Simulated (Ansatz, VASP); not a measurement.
**As in two plane-wave programs**

Aim: how closely do two programs agree when they are given the same cell, functional and k mesh? The cell is taken from a series of runs on this material, whose earlier steps may have relaxed, scaled, displaced or heated it; both programs get it as it stands.

Main program and level: Ansatz 0.2.0; plane waves, with VASP 6.6.1 beside it; single point at PBE.

**1. The starting structure**

The cell holds 4 atoms: 4 As. Cell: a = 3.614 Å, b = 3.614 Å, c = 34.100 Å, α = 90.0°, β = 90.0°, γ = 120.0°. Vacuum lies along c.

**2. Ansatz: single point, PBE, pair 1**

Ansatz runs on its PAW soft_1 files.

A single point gives forces, pressure and levels at one fixed geometry, so differences don't come from the geometry; what else differs is listed under the comparison.

The input, input.yaml:

```yaml
crystal:
  lattice:
    - [3.614021696, 0.0, 0.0]
    - [-1.807010848, 3.1298345985, 0.0]
    - [0.0, 0.0, 34.1]
  atoms:
    - { symbol: As, position: [0.3333333333, 0.6666666667, 0.4606872782] }
    - { symbol: As, position: [0.6666666667, 0.3333333333, 0.4201710997] }
    - { symbol: As, position: [0.0, 0.0, 0.5798289003] }
    - { symbol: As, position: [0.6666666667, 0.3333333333, 0.5394617589] }
  periodic: [true, true, false]
kpoints:
  mp_grid: { grid: [9, 9, 1] }
hamiltonian:
  xc: pbe
  pseudopotentials: { kind: paw, azcp: { folder: soft_1 } }
scf:
  occupations: { method: fixed }
  n_extra_bands: 5
output:
  eigenvalues: true
  forces: true
  stress: true
  band_densities: [{ e_range: [-0.08, 0] }, { e_range: [0.34, 0.47] }]
  volumetric_format: npy
```

Started as:

```console
> ansatz run input.yaml --threads 4 --pin off --max-ram 17510MiB --backend cpu --events-out ev --progress --plain --runs-dir out
```

Numbers of over 12 decimals in the logs are rounded to 6 here.

What it wrote:

```text
scf.n_extra_bands = 5 over 30 filled bands (N_el = 60.0): the run solves 35 bands
Engine: ansatz 0.2.0, aarch64-unknown-linux-gnu
Pseudopotentials: kind: paw
Pseudopotential: As, paw, valence charge 15, recommended cutoff 420 eV (normal), soft_1/As.paw.azcp
Functional definition: PBE
  parameter kappa = 0.804
  parameter beta = 0.066725
  exchange = pbe_x(kappa = kappa, mu = beta*pi^2/3)
  correlation = pbe_c(beta = beta)
Crystal: 4 atoms, lattice volume = 385.715 Å³
Basis set: ecut = 420 eV, 7433 PW (Γ), exchange–correlation on 50×50×480 points (8 copies of the dense FFT grid, shifted against one another)
Bands: 35, of which v1, the nominal top of the filled ones, is band 30 counted from 1 (29 counted from 0)
Symmetry: 6 space group operations
Space group: P3m1 (ITA 156), of the structure as read, at distance tolerance 7.3e-5 Å
k-points: 12 of 81 (time reversal used)
Non-local potential: As, projectors of the file, l = 0: 2, l = 1: 2, l = 2: 3, l = 3: 1
PAW form: soft (Blöchl's): semilocal exchange-correlation on the pseudo side does not see the compensation charge
PAW one-centre angular grid: As, 590 points (default); XC on 64 Gauss nodes
Initial density: superposition of atomic densities (neutral atoms: chi_scale 0, normalization atom)
Initial wavefunctions: pseudopotential atomic-orbital guess
Functional: x = pbe(κ = 0.804, μ = 0.219515), c = pbe(β = 0.066725)
iter 1 solved again at ethr=8.72e-4 eV; its pass at ethr=3.10e-3 eV (dr2=5.23e-1 eV) is discarded
SCF iter   1: F=—  HF=-19424.571001 eV  |F-HF|=—  |Δ(HF+E_count)|=         —  Δρ=1.31e-2  dr2=5.28e-1  ethr=8.72e-4  ⟨swp⟩=1.9  Hψ=2124  notcnv=0  defer=33
preconditioner: auto → Resta (q_TF=auto, 2.001 Å⁻¹)  ε∞=1.9  [insulator: Δε(μ)=0.465 eV  Ē_g=8.676 eV  n_scr=20 (ndim 8)  ℏωp=8.5 eV  f_vac=0.726  ε∞_Penn≈1.9  vacuum switching on, ρ_ref=5.5e-3 e/Å³]
SCF iter   2: F=—  HF=-19424.521132 eV  |F-HF|=—  |Δ(HF+E_count)|=   4.99e-2  Δρ=7.05e-3  dr2=2.06e-1  ethr=8.72e-4  ⟨swp⟩=3.0  Hψ=536  notcnv=0  defer=36
SCF iter   3: F=—  HF=-19424.618281 eV  |F-HF|=—  |Δ(HF+E_count)|=   9.71e-2  Δρ=4.71e-3  dr2=1.48e0  ethr=3.43e-4  ⟨swp⟩=4.7  Hψ=778  notcnv=0  defer=36  recentre
SCF iter   4: F=—  HF=-19424.505719 eV  |F-HF|=—  |Δ(HF+E_count)|=   1.13e-1  Δρ=1.11e-3  dr2=3.85e-2  ethr=3.43e-4  ⟨swp⟩=4.2  Hψ=695  notcnv=0  defer=36
SCF iter   5: F=—  HF=-19424.501984 eV  |F-HF|=—  |Δ(HF+E_count)|=   3.74e-3  Δρ=5.99e-4  dr2=1.26e-3  ethr=6.42e-5  ⟨swp⟩=3.2  Hψ=624  notcnv=0  defer=36
SCF iter   6: F=—  HF=-19424.502461 eV  |F-HF|=—  |Δ(HF+E_count)|=   4.76e-4  Δρ=2.05e-4  dr2=1.09e-4  ethr=2.09e-6  ⟨swp⟩=3.0  Hψ=607  notcnv=0  defer=36
SCF iter   7: F=—  HF=-19424.502569 eV  |F-HF|=—  |Δ(HF+E_count)|=   1.08e-4  Δρ=3.26e-5  dr2=4.95e-6  ethr=1.81e-7  ⟨swp⟩=2.9  Hψ=584  notcnv=0  defer=36
SCF iter   8: F=—  HF=-19424.502596 eV  |F-HF|=—  |Δ(HF+E_count)|=   2.66e-5  Δρ=1.21e-5  dr2=5.74e-7  ethr=8.24e-9  ⟨swp⟩=3.7  Hψ=874  notcnv=0  defer=36
SCF iter   9: F=-19424.502597 eV  HF=-19424.502597 eV  |F-HF|=1.23e-8  |Δ(HF+E_count)|=   7.80e-7  Δρ=3.64e-6  dr2=6.28e-8  ethr=1.67e-10  ⟨swp⟩=18.2  Hψ=2968  notcnv=0
SCF 1 converged in 9 iterations: F = -19424.502597 eV  dr2 = 6.28e-8
  greatest PAW one-centre occupation: 0.999 electrons in one spin orbital (limit 2), on the As atom at site 3 (counted from 0), in its partial waves of l = 2
NSCF: frozen V_eff on 1 k-points
SCF converged after 9 iterations
Free energy (F): -19424.502597 eV
Harris-Foulkes:  -19424.502597 eV  (|F-HF|=1.23e-8)
Internal energy: -19424.502597 eV  (E = F + TS)
E sigma→0 (E₀):  -19424.502597 eV
Fermi energy:    -4.555968 eV
--- Per-component energies (eV) ---
  E_band       = -1832.292276
  E_kinetic    = 385.635515
  E_local      = -181198.633506  (includes V_loc(G=0)·N_el)
  E_nonlocal   = -1571.866811
  E_hartree    = 90647.014185
  E_xc         = -279.885788
  E_vxc        = -292.418457  (∫ρ·V_xc dr)
  E_paw        = -8053.471303  (= ΣΔE_a)
  E_vpaw       = -449.010955  (= ΣTr[D̂ρ^β])
  E_aug_tail   = -0.000027  (compensation charges beyond the density's cutoff)
  E_ewald      = 80646.705138
  E_smearing   = -0.000000  (= −TS)
  E_closure    = 0.000000  (closes the sum)
  Σ components = -19424.502597   (vs F -19424.502597, Δ=0.00e0)
--- Forces (eV/Å), atoms counted from 1 ---
  atom   1  As     0.00000000    -0.00000000    -0.05089212
  atom   2  As     0.00000000     0.00000000    -0.14447908
  atom   3  As    -0.00000000     0.00000000     0.14215595
  atom   4  As    -0.00000000    -0.00000000     0.05320761
  max |Σ_I F_I| component: 7.64e-6 eV/Å
--- 2D stress c σ (N/m, compression-positive) ---
        1.410884      -0.000000       0.000000
       -0.000000       1.410884       0.000000
        0.000000       0.000000       0.000000
  P = ½ c Tr σ = 1.4109 N/m
--- Band table (eV; the first three rows and the last of 12) ---
  k-point 0: bands = [... 26 lower, -5.5918, -5.3833, -5.3833, -4.8116, -3.6209, -2.5058, -2.1393, -2.1393, ... 1 higher]
  k-point 1: bands = [... 26 lower, -6.3330, -5.9544, -5.7003, -4.5560, -2.8798, -2.6964, -1.8326 (-1.8326°), -1.7928, ... 1 higher]
  k-point 2: bands = [... 26 lower, -6.6188, -6.3215, -6.2330, -5.1624, -3.6267, -2.9627, -1.4695, -1.1449, ... 1 higher]
  k-point 11: bands = [... 26 lower, -8.1504, -7.5927, -7.3729, -6.7887, -3.6229, -3.2461, -1.4533, -0.5391, ... 1 higher]
  ° read free of the cell's end (the report's vacuum.weakly_bound_levels)
--- Band densities, each state counted as filled ---
  window                                       electrons  max residual (eV)  cut levels
  e_range: [-0.08, 0]                           0.148148             1.2e-6           0
  e_range: [0.34, 0.47]                         0.148148             1.2e-6           0
```

Reading the cycles: dr2 is the Hartree energy of the density residual (eV), the measure of convergence; HF is the Harris–Foulkes estimate of the energy, which meets the free energy F at convergence.

**3. VASP: single point, PBE, pair 1**

The same cell, functional and mesh now go to VASP, with its own data sets.

Lines of VASP's logs that name or quote its potential files are left out, and so is its time.

The input, INCAR:

```
SYSTEM = As
PREC = Accurate
ENCUT = 400
EDIFF = 1E-06
NELM = 120
ISMEAR = 0
SIGMA = 0.01
LREAL = .FALSE.
ALGO = Normal
GGA = PE
NBANDS = 16
LORBIT = 11
LWAVE = .FALSE.
LCHARG = .FALSE.
ISIF = 2
LDIPOL = .TRUE.
IDIPOL = 3
DIPOL = 0.5 0.5 0.5
LVHAR = .TRUE.
LASPH = .TRUE.
GGA_COMPAT = .FALSE.
EFERMI = MIDGAP
NELMDL = -8
KPAR = 2
```

The input, POSCAR:

```
As
1.0
    3.6140216960      0.0000000000      0.0000000000
   -1.8070108480      3.1298345985      0.0000000000
    0.0000000000      0.0000000000     34.1000000000
As
4
Direct
    0.3333333333      0.6666666667      0.4606872782
    0.6666666666      0.3333333334      0.4201710997
    1.0000000000      0.0000000000      0.5798289003
    0.6666666666      0.3333333334      0.5394617589
```

The input, KPOINTS:

```
Automatic mesh
0
Gamma
9 9 1
0 0 0
```

Potentials, in the order of the species: As (PBE family, release 64).

Started as:

```console
> mpirun -np 2 vasp_std
```

What it wrote:

```text
[banner, memory and clock lines left out]
running    2 mpi-ranks, on    1 nodes
 distrk:  each k-point on    1 cores,    2 groups
 distr:  one band on    1 cores,    1 groups

 POSCAR found type information on POSCAR As
 POSCAR found :  1 types and       4 ions
 LDA part: xc-table for (Slater+PW92), standard interpolation
 POSCAR, INCAR and KPOINTS ok, starting setup
 FFT: planning ... GRIDC
 FFT: planning ... GRID_SOFT
 FFT: planning ... GRID
 WAVECAR not read
 entering main loop
       N       E                     dE             d eps       ncg     rms          rms(c)
DAV:   1     0.122917401991E+03    0.12292E+03   -0.53148E+03   384   0.694E+02
DAV:   2    -0.470183283235E+01   -0.12762E+03   -0.12026E+03   600   0.136E+02
DAV:   3    -0.184164511280E+02   -0.13715E+02   -0.13668E+02   568   0.560E+01
DAV:   4    -0.186982129407E+02   -0.28176E+00   -0.28118E+00   520   0.984E+00
DAV:   5    -0.187041048857E+02   -0.58919E-02   -0.58886E-02   528   0.132E+00
DAV:   6    -0.187042916177E+02   -0.18673E-03   -0.18673E-03   552   0.234E-01
DAV:   7    -0.187042971809E+02   -0.55632E-05   -0.55632E-05   520   0.344E-02
DAV:   8    -0.187042974468E+02   -0.26590E-06   -0.26586E-06   456   0.717E-03    0.473E+00
DAV:   9    -0.186385232284E+02    0.65774E-01   -0.39896E-02   480   0.116E+00    0.283E+00
DAV:  10    -0.186046489530E+02    0.33874E-01   -0.92758E-02   504   0.161E+00    0.203E-01
DAV:  11    -0.186042183176E+02    0.43064E-03   -0.56909E-03   496   0.458E-01    0.126E-01
DAV:  12    -0.186043576303E+02   -0.13931E-03   -0.14139E-03   504   0.236E-01    0.629E-02
DAV:  13    -0.186043756538E+02   -0.18023E-04   -0.59130E-04   512   0.133E-01    0.235E-02
DAV:  14    -0.186043715782E+02    0.40756E-05   -0.37757E-05   528   0.384E-02    0.159E-02
DAV:  15    -0.186043936692E+02   -0.22091E-04   -0.65376E-05   512   0.375E-02    0.608E-03
DAV:  16    -0.186044264859E+02   -0.32817E-04   -0.65676E-06   472   0.135E-02    0.477E-03
DAV:  17    -0.186044883464E+02   -0.61860E-04   -0.13004E-05   440   0.117E-02    0.257E-03
DAV:  18    -0.186045201298E+02   -0.31783E-04   -0.26988E-06   432   0.564E-03    0.199E-03
DAV:  19    -0.186045375963E+02   -0.17466E-04   -0.16518E-06   424   0.420E-03    0.108E-03
DAV:  20    -0.186045485070E+02   -0.10911E-04   -0.48060E-07   416   0.247E-03    0.598E-04
DAV:  21    -0.186045563276E+02   -0.78207E-05   -0.19084E-07   392   0.146E-03    0.336E-04
DAV:  22    -0.186045585571E+02   -0.22294E-05   -0.55291E-08   336   0.620E-04    0.143E-04
DAV:  23    -0.186045600159E+02   -0.14588E-05   -0.30923E-08   320   0.476E-04    0.978E-05
DAV:  24    -0.186045605449E+02   -0.52903E-06   -0.60775E-09   280   0.224E-04
   1 F= -.18604561E+02 E0= -.18604561E+02  d E =-.115920-171
```

OUTCAR, selected parts (step 3):

```text
ion  position               nearest neighbor table
   1  0.333  0.667  0.461-   2 2.50   2 2.50   2 2.50
   2  0.667  0.333  0.420-   1 2.50   1 2.50   1 2.50
   3  0.000  0.000  0.580-   4 2.50   4 2.50   4 2.50
   4  0.667  0.333  0.539-   3 2.50   3 2.50   3 2.50

  LATTYP: Found a hexagonal cell.
 ALAT       =     3.6140216960
 C/A-ratio  =     9.4354718561

 Subroutine GETGRP returns: Found  6 space group operations
 (whereof  6 operations were pure point group operations)

The static configuration has the point symmetry C_3v.

 Found     12 irreducible k-points:

   k-points           NKPTS =     12   k-points in BZ     NKDIM =     12   number of bands    NBANDS=     16

   dimension x,y,z NGX =    24 NGY =   24 NGZ =  224
   dimension x,y,z NGXF=    48 NGYF=   48 NGZF=  448

   ENCUT  =  400.0 eV  29.40 Ry    5.42 a.u.   5.89  5.89 55.61*2*pi/ulx,y,z

   NELECT =      20.0000    total number of electrons

 k-points in reciprocal lattice and weights: Automatic mesh
   0.00000000  0.00000000  0.00000000       0.012
   0.11111111 -0.00000000  0.00000000       0.074
   0.22222222  0.00000000  0.00000000       0.074
   0.33333333 -0.00000000  0.00000000       0.074
   0.44444444  0.00000000  0.00000000       0.074
   0.11111111  0.11111111  0.00000000       0.074
   0.22222222  0.11111111  0.00000000       0.148
   0.33333333  0.11111111  0.00000000       0.148
   0.44444444  0.11111111  0.00000000       0.074
   0.22222222  0.22222222  0.00000000       0.074
   0.33333333  0.22222222  0.00000000       0.148
   0.33333333  0.33333333  0.00000000       0.025

 dipolmoment           0.000000      0.000000      0.009447 electrons x Angstroem

 average (electrostatic) potential at core
       1 -57.5539       2 -57.4869       3 -57.3379       4 -57.4113

 E-fermi :  -2.1565

 k-point     1 :       0.0000    0.0000    0.0000
  band No.  band energies     occupation
    ...
      6      -3.4156      2.00000
      7      -3.4156      2.00000
      8      -3.2086      2.00000
      9      -3.2086      2.00000
     10      -2.6152      2.00000
     11      -1.4568      0.00000
     12      -0.3395      0.00000
     13       0.0469      0.00000
     14       0.0469      0.00000
     15       0.3730      0.00000
    ...

 k-point     2 :       0.1111   -0.0000    0.0000
  band No.  band energies     occupation
    ...
      6      -4.6281      2.00000
      7      -4.1429      2.00000
      8      -3.7786      2.00000
      9      -3.5262      2.00000
     10      -2.3537      2.00000
     11      -0.7037      0.00000
     12      -0.5170      0.00000
     13       0.3564      0.00000
     14       0.3890      0.00000
     15       0.6937      0.00000
    ...

 k-point     3 :       0.2222    0.0000    0.0000
  band No.  band energies     occupation
    ...
      6      -5.9507      2.00000
      7      -4.4438      2.00000
      8      -4.1484      2.00000
      9      -4.0341      2.00000
     10      -2.9593      2.00000
     11      -1.4459      0.00000
     12      -0.7828      0.00000
     13       0.7247      0.00000
     14       1.0361      0.00000
     15       1.4056      0.00000
    ...

  Total        1.1440870      1.1440870      1.1188182      0.0000000      0.0000000     -0.0000000
  in kB        4.7522920      4.7522920      4.6473308      0.0000000      0.0000000     -0.0000000
  external PRESSURE =       4.7173049 kB  Pullay stress =       0.0000000 kB

  energy-cutoff  :      400.00
  volume of cell :      385.71
      direct lattice vectors                 reciprocal lattice vectors
     3.614021696  0.000000000  0.000000000     0.276700054  0.159752851  0.000000000
    -1.807010848  3.129834599  0.000000000     0.000000000  0.319505702  0.000000000
     0.000000000  0.000000000 34.100000000     0.000000000  0.000000000  0.029325513

 POSITION                                       TOTAL-FORCE (eV/Angst)
 -----------------------------------------------------------------------------------
     -0.00000      2.08656     15.70944         0.000000      0.000000      0.030497
      1.80701      1.04328     14.32783         0.000000     -0.000000     -0.223201
      0.00000      0.00000     19.77217        -0.000000      0.000000      0.222478
      1.80701      1.04328     18.39565         0.000000     -0.000000     -0.029774
 -----------------------------------------------------------------------------------
    total drift:                                0.000000     -0.000000      0.000001

  FREE ENERGIE OF THE ION-ELECTRON SYSTEM (eV)
  ---------------------------------------------------
  free  energy   TOTEN  =       -18.6045605449 eV

  energy  without entropy=      -18.6045605449  energy(sigma->0) =      -18.60456054

 vacuum level on the upper side and lower side of the slab         2.274         2.123

 total charge
# of ion       s       p       d       tot
------------------------------------------
    1        1.302   1.365   0.045   2.712
    2        1.296   1.375   0.041   2.712
    3        1.295   1.379   0.041   2.716
    4        1.299   1.370   0.047   2.716
--------------------------------------------------
tot          5.192   5.489   0.175  10.855

[... 3 further parts left out ...]
```

**4. Differences**

Known differences besides the potentials themselves: fixed occupations in Ansatz, narrow Gaussian smearing in VASP; Ansatz cuts the interaction across the vacuum, VASP repeats the sheet with a dipole correction; the data sets hold 60 valence electrons in Ansatz (on its PAW soft_1 files) and 20 in VASP; the cutoff is 420 eV in Ansatz and 400 eV in VASP. Total energies have different zeros and are not compared.

Compared:

```csv
quantity,Ansatz,VASP,difference
gap on the k mesh (eV),0.417,0.394,+0.023
```

Forces (eV/Å; atoms numbered as in POSCAR):

```csv
atom,"Ansatz x, y, z","VASP x, y, z"
As1,"0.000, 0.000, -0.051","0.000, 0.000, 0.030"
As2,"0.000, 0.000, -0.144","0.000, 0.000, -0.223"
As3,"0.000, 0.000, 0.142","0.000, 0.000, 0.222"
As4,"0.000, 0.000, 0.053","0.000, 0.000, -0.030"
```

The forces differ by 47 meV/Å r.m.s., which is 50.9 % of the r.m.s. force of 0.092 eV/Å (both taken over all components). A gap on the mesh is an upper bound, since the band edges may lie between its points. With vacuum in the cell, a pressure given here is an average over mostly empty space and none of the material.

**5. What the set-up changes**

Further runs change the set-up of one program: Ansatz's method, potentials or start, or VASP's data sets, cutoff or form of LDA. The table gives Ansatz less VASP for each quantity, since a change that brings one quantity closer may part another.

```csv
run,r.m.s. force difference (meV/Å),gap on the k mesh (eV)
as above,47,0.023
VASP with the data sets As_d and a cutoff of 520 eV,11,0.010
```

**6. VASP: single point, PBE, pair 2**

With cell and atoms fixed, the geometry can't cause a difference; cores, projectors, grids and the points listed under the comparison can.

INCAR is that of step 3.

The input, POSCAR:

```
As
1.0
    3.6140216397      0.0000000000      0.0000000000
   -1.8070108198      3.1298345498      0.0000000000
    0.0000000000      0.0000000000     34.1000000000
As
4
Direct
    0.3333333333      0.6666666667      0.4605382357
    0.6666666666      0.3333333334      0.4201710898
    0.3333333333      0.6666666667      0.5798289102
    1.0000000000      0.0000000000      0.5393127321
```

KPOINTS is that of step 3.

Started as:

```console
> mpirun -np 2 vasp_std
```

What it wrote:

```text
[... set-up lines as in an earlier step ...]
 entering main loop
       N       E                     dE             d eps       ncg     rms          rms(c)
DAV:   1     0.122735329094E+03    0.12274E+03   -0.53170E+03   384   0.694E+02
DAV:   2    -0.415747164221E+01   -0.12689E+03   -0.12021E+03   584   0.136E+02
DAV:   3    -0.184117133353E+02   -0.14254E+02   -0.14210E+02   552   0.564E+01
DAV:   4    -0.186979865496E+02   -0.28627E+00   -0.28527E+00   512   0.996E+00
[...]
DAV:  22    -0.186045586552E+02   -0.22292E-05   -0.55412E-08   344   0.620E-04    0.144E-04
DAV:  23    -0.186045601075E+02   -0.14523E-05   -0.30447E-08   312   0.474E-04    0.967E-05
DAV:  24    -0.186045606395E+02   -0.53192E-06   -0.61959E-09   280   0.226E-04
   1 F= -.18604561E+02 E0= -.18604561E+02  d E =-.115795-171
```

OUTCAR, selected parts (step 6):

```text
  Total        1.1440872      1.1440872      1.1188165      0.0000000      0.0000000      0.0000000
  in kB        4.7522929      4.7522929      4.6473237      0.0000000      0.0000000      0.0000000
  external PRESSURE =       4.7173032 kB  Pullay stress =       0.0000000 kB

 POSITION                                       TOTAL-FORCE (eV/Angst)
 -----------------------------------------------------------------------------------
     -0.00000      2.08656     15.70435        -0.000000     -0.000000      0.029772
      1.80701      1.04328     14.32783         0.000000     -0.000000     -0.222476
     -0.00000      2.08656     19.77217        -0.000000      0.000000      0.223202
      0.00000      0.00000     18.39056        -0.000000      0.000000     -0.030497
 -----------------------------------------------------------------------------------
    total drift:                                0.000000     -0.000000     -0.000001

  FREE ENERGIE OF THE ION-ELECTRON SYSTEM (eV)
  ---------------------------------------------------
  free  energy   TOTEN  =       -18.6045606395 eV

  energy  without entropy=      -18.6045606395  energy(sigma->0) =      -18.60456064

[... 1 part as in an earlier step ...]

[... 2 further parts left out ...]
[key lines of the parts left out:]
E-fermi :  -2.1565
```

(Part 1 of 2 ends here.)

[Lines on the potential files, build, host, timing and source positions are cut from VASP's logs without a mark.]

[Logs are printed without paths, hosts, clocks, repeated set-up lines and the standing remarks that a program may print on its own settings, such as how far it seeks lower states.]

[Hosts, paths, dates, database ids (printed as entryN), source tags and the programs' standing remarks are cut or masked in the printed files.]
